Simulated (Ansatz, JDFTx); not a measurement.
This is a calculation of PbF2 (Fluorocronite) for Ansatz 0.2.0. 

The input input.yaml:

```yaml
crystal:
  lattice:
    - [0.0, 2.96366, 2.96366]
    - [2.96366, 0.0, 2.96366]
    - [2.96366, 2.96366, 0.0]
  atoms:
    - { symbol: Pb, position: [0.0, 0.0, 0.0] }
    - { symbol: F, position: [0.75, 0.75, 0.75] }
    - { symbol: F, position: [0.25, 0.25, 0.25] }
hamiltonian:
  xc: lda
  pseudopotentials: { kind: paw }
kpoints:
  mp_grid: { grid: [8, 8, 8] }
scf:
  occupations: { method: fermi_dirac, width: 0.05 }
output:
  forces: true
  stress: true
  eigenvalues: true
relax:
  f_tol: 0.01
  max_steps: 40
  cell: { stress_tol: 0.05 }
```

Potentials or basis: Ansatz PAW.

The run is started by

```sh
$ ansatz run input.yaml --threads 1 --pin off --max-ram 3584MiB --backend cpu --events-out ev --progress --plain --runs-dir out
```

Task: Translate it to JDFTx 1.7.0 (patched build). Potentials or basis there: PseudoDojo-SR-LDA-0.4.1-standard with smoothed tails, cutoff 1143 eV.

Result: As run (cutoffs and basis follow the program's own potentials, and thresholds, step limits or extra output files can differ):

PbF2.in

```
lattice Face-Centered Cubic 11.2010114530
coords-type Lattice
ion Pb     0.0000000000     0.0000000000     0.0000000000 1
ion F      0.7500000000     0.7500000000     0.7500000000 1
ion F      0.2500000000     0.2500000000     0.2500000000 1

ion-species pseudo/Pb.upf
ion-species pseudo/F.upf
elec-cutoff 42 336
elec-ex-corr lda-PW
kpoint-folding 8 8 8
elec-smearing Fermi 0.0018374661
elec-n-bands 21
electronic-SCF nIterations 100 energyDiffThreshold 1e-09
electronic-minimize nIterations 30 energyDiffThreshold 1e-7
forces-output-coords Cartesian
lattice-minimize nIterations 40 energyDiffThreshold 1e-6

dump-name run.$VAR
dump End Ecomponents EigStats BandEigs Kpoints Forces Stress ElecDensity Dtot KEdensity
```

Potentials or basis: PseudoDojo-SR-LDA-0.4.1-standard with smoothed tails.

Command:

```sh
$ jdftx -c 2 -i PbF2.in -o PbF2.out
```

Both were run:

|  | Ansatz | JDFTx |
| --- | --- | --- |
| Relaxed volume | 16.36 Å³/atom | 16.36 Å³/atom |
| Relaxed cell | a = 4.110 Å, b = 4.110 Å, c = 4.110 Å, α = 60.00°, β = 60.00°, γ = 60.00° | a = 4.109 Å, b = 4.109 Å, c = 4.109 Å, α = 60.00°, β = 60.00°, γ = 60.00° |
| Space group after relaxing | Fm-3m (No. 225) | Fm-3m (No. 225) |
| Pressure after relaxing | 0.0 GPa | 0.0 GPa |

Ansatz's pressure holds a Pulay term of +0.68 GPa for its cutoff of 420 eV, which the other run lacks.

Ansatz's potentials were made for PBE.

Where Ansatz's input types no cutoff or centring, it takes its own default and a Γ-centred mesh.

The two programs' LDA may be different fits to the electron gas.

Pressure is positive in compression.
